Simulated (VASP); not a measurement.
BeTe:

```
CELL_PARAMETERS angstrom
0.00000 2.77000 2.77000
2.77000 0.00000 2.77000
2.77000 2.77000 0.00000
ATOMIC_POSITIONS crystal
Te 0.75000 0.75000 0.75000
Be 0.00000 0.00000 0.00000
```

Base run:

* Program: VASP 6.6.1
* Functional: HSE06
* Potentials or basis: VASP PAW PBE potentials, release 64 (Te, Be)
* Cutoff: 520 eV
* k mesh: 6 × 6 × 6
* Occupations: gaussian, width 0.02 eV
* Spin: no spin polarisation

Its results: band gap on the k mesh 2.52 eV, indirect (least direct gap 4.44 eV); pressure 3.1 GPa.

Q: After a change of settings the same cell gave: band gap on the k mesh 2.34 eV, indirect (least direct gap 4.24 eV); pressure 3.3 GPa. Which change was it?
A. functional from HSE06 to HSE03
B. functional from HSE06 to r2SCAN-EpsX
C. functional from HSE06 to PBE0

A: A.

Caveats: the PAW data sets were made with another functional, which shifts forces and pressure a little; spin-orbit coupling is left out, which moves the levels of the heavy elements.
